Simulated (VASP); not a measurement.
# Ir (Fm-3m) in VASP: notebook

One crystal, Ir, is run at these levels: LDA, RPBE; tasks: band structure.

All numbers are computed with VASP 6.6.1; they aren't measurements. Logs are shortened: lines on timing, memory, paths and dates and some standing lists are left out, and cuts for length are marked.

### Step 1. The crystal as given

The structure is cubic, space group Fm-3m (No. 225). Conventional cell: a = 3.820 Å, b = 3.820 Å, c = 3.820 Å, α = 90.00°, β = 90.00°, γ = 90.00°. Ir (site symmetry m-3m) is surrounded by 12 Ir at 2.70 Å.

### Step 2. Band structure, LDA

The input, INCAR:

```
PREC = Accurate
ENCUT = 520
EDIFF = 1E-6
ISMEAR = 1
SIGMA = 0.1
LREAL = F
LASPH = T
NELM = 80
ALGO = Normal
ISIF = 2
LWAVE = F
LCHARG = F
LMAXMIX = 4
NBANDS = 10
ICORELEVEL = 1
```

The input, KPOINTS:

```
Automatic mesh
0
Gamma
  16 16 16
```

The input, POSCAR:

```
Ir                                      
1.0
   -0.0000000000      1.9100387867      1.9100387867
    1.9100387867      0.0000000000      1.9100387867
    1.9100387867      1.9100387867     -0.0000000000
  Ir            
     1
Direct
     0.0000000000000000    0.0000000000000000    0.0000000000000000
```

The input, KPOINTS_OPT:

```
explicit points
206
Reciprocal
 0.0000000000  0.0000000000  0.0000000000 1
 0.0263157895  0.0000000000  0.0263157895 1
 0.0526315789  0.0000000000  0.0526315789 1
 0.0789473684  0.0000000000  0.0789473684 1
 0.1052631579  0.0000000000  0.1052631579 1
 0.1315789474  0.0000000000  0.1315789474 1
[... 198 lines left out ...]
 0.5000000000  0.2500000000  0.7500000000 1
 0.5000000000  0.0000000000  0.5000000000 1
```

Potentials or basis: VASP PAW LDA potentials, release 64 (Ir).

Run with:

```console
cat potpaw_LDA.64/Ir/POTCAR > POTCAR
mpirun -np 1 vasp_std > vasp.out
```

OUTCAR:

```text
PREC = Accurate
   ENCUT = 520
   EDIFF = 1E-6
   ISMEAR = 1
   LREAL = F
   LASPH = T
   NELM = 80
   ISIF = 2

 ion  position               nearest neighbor table
   1  0.000  0.000  0.000-

  LATTYP: Found a face centered cubic cell.
 ALAT       =     3.8200775734

  Lattice vectors:

 A1 = (   0.0000000000,   1.9100387867,   1.9100387867)
 A2 = (   1.9100387867,   0.0000000000,   1.9100387867)
 A3 = (   1.9100387867,   1.9100387867,   0.0000000000)

Analysis of symmetry for initial positions (statically):
=====================================================================
 Subroutine PRICEL returns:
 Original cell was already a primitive cell.

 Routine SETGRP: Setting up the symmetry group for a
 face centered cubic supercell.

 Subroutine GETGRP returns: Found 48 space group operations
 (whereof 48 operations were pure point group operations)
 out of a pool of 48 trial point group operations.

The static configuration has the point symmetry O_h .

Analysis of symmetry for dynamics (positions and initial velocities):
=====================================================================
 Subroutine PRICEL returns:
 Original cell was already a primitive cell.

 Routine SETGRP: Setting up the symmetry group for a
 face centered cubic supercell.

 Subroutine GETGRP returns: Found 48 space group operations
 (whereof 48 operations were pure point group operations)
 out of a pool of 48 trial point group operations.

The dynamic configuration has the point symmetry O_h .

 Subroutine INISYM returns: Found 48 space group operations
 (whereof 48 operations are pure point group operations),
 and found     1 'primitive' translations

----------------------------------------------------------------------------------------

                                     Primitive cell

  volume of cell :      13.9366

  direct lattice vectors                    reciprocal lattice vectors
     0.000000000  1.910038787  1.910038787    -0.261774789  0.261774789  0.261774789
     1.910038787  0.000000000  1.910038787     0.261774789 -0.261774789  0.261774789
     1.910038787  1.910038787  0.000000000     0.261774789  0.261774789 -0.261774789

  length of vectors
     2.701202757  2.701202757  2.701202757     0.453407234  0.453407234  0.453407234

  position of ions in fractional coordinates (direct lattice)
     0.000000000  0.000000000  0.000000000

  ion indices of the primitive-cell ions
   primitive index   ion index
                 1           1

----------------------------------------------------------------------------------------
[... 76 lines left out ...]
   ISIF   =      2    stress and relaxation
   ISYM   =      2    0-nonsym 1-usesym 2-fastsym
   POTIM  = 0.5000    time-step for ionic-motion
   TEBEG  =    0.0;   TEEND  =   0.0 temperature during run
   PSTRESS=    0.0 pullay stress
   NELECT =       9.0000    total number of electrons
   NUPDOWN=      -1.0000    fix difference up-down
   EMIN   =  10.00;   EMAX   =-10.00  energy-range for DOS
   EFERMI =   0.00;   METHOD = LEGACY
   ISMEAR =     1;   SIGMA  =   0.10  broadening in eV -4-tet -1-fermi 0-gaus
   EFERMI_NEDOS =   21; number of points for ismear=-14 and -15
   IALGO  =     38    algorithm
   IMIX   =      4    mixing-type and parameters
     AMIX     =   0.40;   BMIX     =  1.00
     AMIX_MAG =   1.60;   BMIX_MAG =  1.00
  volume/ion in A,a.u.               =      13.94        94.05
  Fermi-wavevector in a.u.,A,eV,Ry     =   1.415045  2.674047 27.243645  2.002351
  Thomas-Fermi vector in A             =   2.536524
   LORBIT       =      0    0 simple, 1 ext, 2 COOP (PROOUT), +10 PAW based schemes
   GGA     = CA    functional components
   LHFCALC =     F    Hartree Fock is set to
   AEXX    =    0.0000 exact exchange contribution
   IVDW    =     0    specifies the selected vdW correction
   LEPSILON=     F    determine dielectric tensor
   LRPA    =     F    only Hartree local field effects (RPA)
 non-spin polarized calculation
 Methfessel and Paxton  Order N= 1 SIGMA  =   0.10
  energy-cutoff  :      520.00
  volume of cell :       13.94
 maximum number of plane-waves:       388
   NGX =  9   NGY =  9   NGZ =  9

 number of electron       9.0000001 magnetization

 Free energy of the ion-electron system (eV)
  ---------------------------------------------------
  ext. energy  EPLUGINS =         0.00000000
  ---------------------------------------------------
  free energy    TOTEN  =       -10.31562747 eV

  energy without entropy =      -10.31537352  energy(sigma->0) =      -10.31554282

 the core state eigenenergies are
   1-  1s -75554.4116  2s -13217.6027  2p -11498.2160  3s  -3081.0094  3p  -2577.2739
       3d  -2021.0926  4s   -644.1226  4p   -478.5336  4d   -274.6835  4f    -47.1374
       5s    -81.9656  5p    -39.0106

 E-fermi :  10.5720     XC(G=0): -14.2253

 val. band max:       10.5696907252   @ k =  -0.3750   0.1875   0.0000
 cond. band min:      10.5724321407   @ k =   0.3750   0.0625   0.0000
 fundamental gap:      0.0027414156
 Fermi energy:        10.5720026852

 k-point     1 :       0.0000    0.0000    0.0000
  band No.  band energies     occupation
      1      -0.6920      2.00000
      2       6.5732      2.00000
      3       6.5732      2.00000
      4       6.5732      2.00000
      5       9.3672      2.00000
      6       9.3672      2.00000
      7      24.8871      0.00000
      8      30.5171      0.00000
      9      30.5171      0.00000
     10      30.5171      0.00000
[... 274 lines left out ...]
 k-point    23 :      -0.1250    0.0625    0.0000
  band No.  band energies     occupation

------------------------ aborting loop because EDIFF is reached ----------------------------------------

  FORCE on cell =-STRESS in cart. coord.  units (eV):
  Direction    XX          YY          ZZ          XY          YZ          ZX
  --------------------------------------------------------------------------------------
  -------------------------------------------------------------------------------------
  Total       -0.0082375     -0.0082375     -0.0082375      0.0000000     -0.0000000     -0.0000000
  in kB       -0.9469969     -0.9469969     -0.9469969      0.0000000     -0.0000000     -0.0000000
  external PRESSURE =      -0.9469969 kB  Pullay stress =       0.0000000 kB

 VOLUME and BASIS-vectors are now :
 -----------------------------------------------------------------------------
  energy-cutoff  :      520.00
  volume of cell :       13.94
      direct lattice vectors                 reciprocal lattice vectors
     0.000000000  1.910038787  1.910038787    -0.261774789  0.261774789  0.261774789
     1.910038787  0.000000000  1.910038787     0.261774789 -0.261774789  0.261774789
     1.910038787  1.910038787  0.000000000     0.261774789  0.261774789 -0.261774789

 POSITION                                       TOTAL-FORCE (eV/Angst)
 -----------------------------------------------------------------------------------
      0.00000      0.00000      0.00000         0.000000      0.000000      0.000000
 -----------------------------------------------------------------------------------
    total drift:                                0.000000      0.000000      0.000000

  FREE ENERGIE OF THE ION-ELECTRON SYSTEM (eV)
  ---------------------------------------------------
  free  energy   TOTEN  =       -10.3156274654 eV

  energy  without entropy=      -10.3153735242  energy(sigma->0) =      -10.31554282
```

It took 14 s on 1 thread of Intel Xeon 6975P-C (Granite Rapids), shared host; peak memory 0.15 GiB.

Results:

| Quantity | Value |
| --- | --- |
| Free energy | -10.3156 eV |
| Pressure | -0.1 GPa |
| Band gap along the path | none (metal or under the smearing width) |

Levels at the corners of the path, in eV from the Fermi level:
| point | band 1 | band 2 | band 3 | band 4 | band 5 | band 6 | band 7 | band 8 | band 9 |
| --- | --- | --- | --- | --- | --- | --- | --- | --- | --- |
| Γ | -11.26 | -4.00 | -4.00 | -4.00 | -1.20 | -1.20 | 14.32 | 19.95 | 19.95 |
| X | -8.09 | -7.53 | 0.92 | 1.52 | 1.52 | 1.74 | 10.73 | 11.77 | 11.77 |
| X | -8.09 | -7.53 | 0.92 | 1.52 | 1.52 | 1.74 | 10.73 | 11.77 | 11.77 |
| W | -6.40 | -4.99 | -4.99 | -1.83 | 1.53 | 8.35 | 9.20 | 9.20 | 13.55 |
| W | -6.40 | -4.99 | -4.99 | -1.83 | 1.53 | 8.35 | 9.20 | 9.20 | 13.55 |
| K | -7.11 | -6.12 | -2.95 | -0.89 | 0.63 | 6.42 | 7.85 | 11.69 | 15.70 |
| K | -7.11 | -6.12 | -2.95 | -0.89 | 0.63 | 6.42 | 7.85 | 11.69 | 15.70 |
| Γ | -11.26 | -4.00 | -4.00 | -4.00 | -1.20 | -1.20 | 14.32 | 19.95 | 19.95 |
| Γ | -11.26 | -4.00 | -4.00 | -4.00 | -1.20 | -1.20 | 14.32 | 19.95 | 19.95 |
| L | -8.27 | -4.09 | -4.09 | -0.75 | 0.94 | 0.94 | 7.43 | 13.86 | 19.88 |
| L | -8.27 | -4.09 | -4.09 | -0.75 | 0.94 | 0.94 | 7.43 | 13.86 | 19.88 |
| U | -7.11 | -6.12 | -2.95 | -0.89 | 0.63 | 6.42 | 7.85 | 11.69 | 15.70 |
| U | -7.11 | -6.12 | -2.95 | -0.89 | 0.63 | 6.42 | 7.85 | 11.69 | 15.70 |
| W | -6.40 | -4.99 | -4.99 | -1.83 | 1.53 | 8.35 | 9.20 | 9.20 | 13.55 |
| W | -6.40 | -4.99 | -4.99 | -1.83 | 1.53 | 8.35 | 9.20 | 9.20 | 13.55 |
| L | -8.27 | -4.09 | -4.09 | -0.75 | 0.94 | 0.94 | 7.43 | 13.86 | 19.88 |
| L | -8.27 | -4.09 | -4.09 | -0.75 | 0.94 | 0.94 | 7.43 | 13.86 | 19.88 |
| K | -7.11 | -6.12 | -2.95 | -0.89 | 0.63 | 6.42 | 7.85 | 11.69 | 15.70 |
| U | -7.11 | -6.12 | -2.95 | -0.89 | 0.63 | 6.42 | 7.85 | 11.69 | 15.70 |
| X | -8.09 | -7.53 | 0.92 | 1.52 | 1.52 | 1.74 | 10.73 | 11.77 | 11.77 |

Core levels (eV, on the scale of the bands):
| atom | levels |
| --- | --- |
| 1 Ir | 1s -75554.4, 2s -13217.6, 2p -11498.2, 3s -3081.0, 3p -2577.3, 3d -2021.1, 4s -644.1, 4p -478.5, 4d -274.7, 4f -47.1, 5s -82.0, 5p -39.0 |

Caveat: spin-orbit coupling is left out, which moves the levels of the heavy elements.

### Step 3. Band structure, RPBE

This run uses another cell than the first one, of 14.70 Å³/atom, 1.055 times its volume.

The input, INCAR:

```
PREC = Accurate
ENCUT = 520
EDIFF = 1E-7
ISMEAR = 1
SIGMA = 0.1
LREAL = False
LASPH = True
NELM = 80
ALGO = Normal
ISIF = 2
LWAVE = False
LCHARG = False
LMAXMIX = 4
GGA = RP
NBANDS = 10
ICORELEVEL = 1
```

KPOINTS is that of step 2.

The input, POSCAR:

```
Ir                                      
1.0
   -0.0000000000      1.9443649632      1.9443649632
    1.9443649632      0.0000000000      1.9443649632
    1.9443649632      1.9443649632      0.0000000000
  Ir            
     1
Direct
     0.0000000000000000    0.0000000000000000    0.0000000000000000
```

The input, KPOINTS_OPT:

```
explicit points
106
Reciprocal
 0.0000000000  0.0000000000  0.0000000000 1
 0.0555555556  0.0000000000  0.0555555556 1
 0.1111111111  0.0000000000  0.1111111111 1
 0.1666666667  0.0000000000  0.1666666667 1
 0.2222222222  0.0000000000  0.2222222222 1
 0.2777777778  0.0000000000  0.2777777778 1
 0.3333333333  0.0000000000  0.3333333333 1
 0.3888888889  0.0000000000  0.3888888889 1
 0.4444444444  0.0000000000  0.4444444444 1
 0.5000000000  0.0000000000  0.5000000000 1
 0.5000000000  0.0000000000  0.5000000000 1
 0.5000000000  0.0277777778  0.5277777778 1
 0.5000000000  0.0555555556  0.5555555556 1
 0.5000000000  0.0833333333  0.5833333333 1
 0.5000000000  0.1111111111  0.6111111111 1
 0.5000000000  0.1388888889  0.6388888889 1
 0.5000000000  0.1666666667  0.6666666667 1
 0.5000000000  0.1944444444  0.6944444444 1
 0.5000000000  0.2222222222  0.7222222222 1
 0.5000000000  0.2500000000  0.7500000000 1
 0.5000000000  0.2500000000  0.7500000000 1
 0.4861111111  0.2638888889  0.7500000000 1
 0.4722222222  0.2777777778  0.7500000000 1
 0.4583333333  0.2916666667  0.7500000000 1
 0.4444444444  0.3055555556  0.7500000000 1
 0.4305555556  0.3194444444  0.7500000000 1
 0.4166666667  0.3333333333  0.7500000000 1
 0.4027777778  0.3472222222  0.7500000000 1
 0.3888888889  0.3611111111  0.7500000000 1
 0.3750000000  0.3750000000  0.7500000000 1
 0.3750000000  0.3750000000  0.7500000000 1
 0.3333333333  0.3333333333  0.6666666667 1
 0.2916666667  0.2916666667  0.5833333333 1
 0.2500000000  0.2500000000  0.5000000000 1
 0.2083333333  0.2083333333  0.4166666667 1
 0.1666666667  0.1666666667  0.3333333333 1
 0.1250000000  0.1250000000  0.2500000000 1
 0.0833333333  0.0833333333  0.1666666667 1
 0.0416666667  0.0416666667  0.0833333333 1
 0.0000000000  0.0000000000  0.0000000000 1
 0.0000000000  0.0000000000  0.0000000000 1
 0.0555555556  0.0555555556  0.0555555556 1
 0.1111111111  0.1111111111  0.1111111111 1
 0.1666666667  0.1666666667  0.1666666667 1
 0.2222222222  0.2222222222  0.2222222222 1
 0.2777777778  0.2777777778  0.2777777778 1
 0.3333333333  0.3333333333  0.3333333333 1
 0.3888888889  0.3888888889  0.3888888889 1
 0.4444444444  0.4444444444  0.4444444444 1
 0.5000000000  0.5000000000  0.5000000000 1
 0.5000000000  0.5000000000  0.5000000000 1
 0.5138888889  0.4722222222  0.5138888889 1
 0.5277777778  0.4444444444  0.5277777778 1
 0.5416666667  0.4166666667  0.5416666667 1
 0.5555555556  0.3888888889  0.5555555556 1
 0.5694444444  0.3611111111  0.5694444444 1
 0.5833333333  0.3333333333  0.5833333333 1
 0.5972222222  0.3055555556  0.5972222222 1
 0.6111111111  0.2777777778  0.6111111111 1
 0.6250000000  0.2500000000  0.6250000000 1
 0.6250000000  0.2500000000  0.6250000000 1
 0.6111111111  0.2500000000  0.6388888889 1
 0.5972222222  0.2500000000  0.6527777778 1
 0.5833333333  0.2500000000  0.6666666667 1
 0.5694444444  0.2500000000  0.6805555556 1
 0.5555555556  0.2500000000  0.6944444444 1
 0.5416666667  0.2500000000  0.7083333333 1
 0.5277777778  0.2500000000  0.7222222222 1
 0.5138888889  0.2500000000  0.7361111111 1
 0.5000000000  0.2500000000  0.7500000000 1
 0.5000000000  0.2500000000  0.7500000000 1
 0.5000000000  0.2777777778  0.7222222222 1
 0.5000000000  0.3055555556  0.6944444444 1
 0.5000000000  0.3333333333  0.6666666667 1
 0.5000000000  0.3611111111  0.6388888889 1
 0.5000000000  0.3888888889  0.6111111111 1
 0.5000000000  0.4166666667  0.5833333333 1
 0.5000000000  0.4444444444  0.5555555556 1
 0.5000000000  0.4722222222  0.5277777778 1
 0.5000000000  0.5000000000  0.5000000000 1
 0.5000000000  0.5000000000  0.5000000000 1
 0.4861111111  0.4861111111  0.5277777778 1
 0.4722222222  0.4722222222  0.5555555556 1
 0.4583333333  0.4583333333  0.5833333333 1
 0.4444444444  0.4444444444  0.6111111111 1
 0.4305555556  0.4305555556  0.6388888889 1
 0.4166666667  0.4166666667  0.6666666667 1
 0.4027777778  0.4027777778  0.6944444444 1
 0.3888888889  0.3888888889  0.7222222222 1
 0.3750000000  0.3750000000  0.7500000000 1
 0.6250000000  0.2500000000  0.6250000000 1
 0.6111111111  0.2222222222  0.6111111111 1
 0.5972222222  0.1944444444  0.5972222222 1
 0.5833333333  0.1666666667  0.5833333333 1
 0.5694444444  0.1388888889  0.5694444444 1
 0.5555555556  0.1111111111  0.5555555556 1
 0.5416666667  0.0833333333  0.5416666667 1
 0.5277777778  0.0555555556  0.5277777778 1
 0.5138888889  0.0277777778  0.5138888889 1
 0.5000000000  0.0000000000  0.5000000000 1
 0.0000000000  0.0000000000  0.0000000000 1
 0.3750000000  0.3750000000  0.7500000000 1
 0.5000000000  0.5000000000  0.5000000000 1
 0.6250000000  0.2500000000  0.6250000000 1
 0.5000000000  0.2500000000  0.7500000000 1
 0.5000000000  0.0000000000  0.5000000000 1
```

Potentials or basis: VASP PAW PBE potentials, release 64 (Ir).

Run with:

```console
cat potpaw_PBE.64/Ir/POTCAR > POTCAR
mpirun -np 1 vasp_std > vasp.out
```

Wall time 21 s (1 thread of AMD EPYC 7R13 (Zen 3), shared host); peak memory 0.13 GiB.

Results (log left out):

```yaml
Free_energy: -8.1816 eV
Pressure: -0.1 GPa
Band_gap_along_the_path: none (metal or under the smearing width)
```

Levels at the corners of the path, in eV from the Fermi level:
```
point  band 2  band 3  band 4  band 5  band 6  band 7
    Γ   -3.64   -3.64   -3.64   -1.12   -1.12   14.37
    X   -6.91    0.81    1.38    1.38    1.73   10.04
    X   -6.91    0.81    1.38    1.38    1.73   10.04
    W   -4.59   -4.59   -1.67    1.39    7.92    8.82
    W   -4.59   -4.59   -1.67    1.39    7.92    8.82
    K   -5.64   -2.71   -0.82    0.58    6.20    7.42
    K   -5.64   -2.71   -0.82    0.58    6.20    7.42
    Γ   -3.64   -3.64   -3.64   -1.12   -1.12   14.37
    Γ   -3.64   -3.64   -3.64   -1.12   -1.12   14.37
    L   -3.74   -3.74   -0.64    0.84    0.84    6.92
    L   -3.74   -3.74   -0.64    0.84    0.84    6.92
    U   -5.64   -2.71   -0.82    0.58    6.20    7.42
    U   -5.64   -2.71   -0.82    0.58    6.20    7.42
    W   -4.59   -4.59   -1.67    1.39    7.92    8.82
    W   -4.59   -4.59   -1.67    1.39    7.92    8.82
    L   -3.74   -3.74   -0.64    0.84    0.84    6.92
    L   -3.74   -3.74   -0.64    0.84    0.84    6.92
    K   -5.64   -2.71   -0.82    0.58    6.20    7.42
    U   -5.64   -2.71   -0.82    0.58    6.20    7.42
    X   -6.91    0.81    1.38    1.38    1.73   10.04
```

Core levels (eV, on the scale of the bands):
| atom | levels |
| --- | --- |
| 1 Ir | 1s -76088.1, 2s -13296.3, 2p -11546.2, 3s -3098.8, 3p -2587.3, 3d -2025.2, 4s -649.5, 4p -481.8, 4d -276.1, 4f -47.5, 5s -83.1, 5p -39.9 |

Caveat: the PAW data sets were made with another functional, which shifts forces and pressure a little; spin-orbit coupling is left out, which moves the levels of the heavy elements.
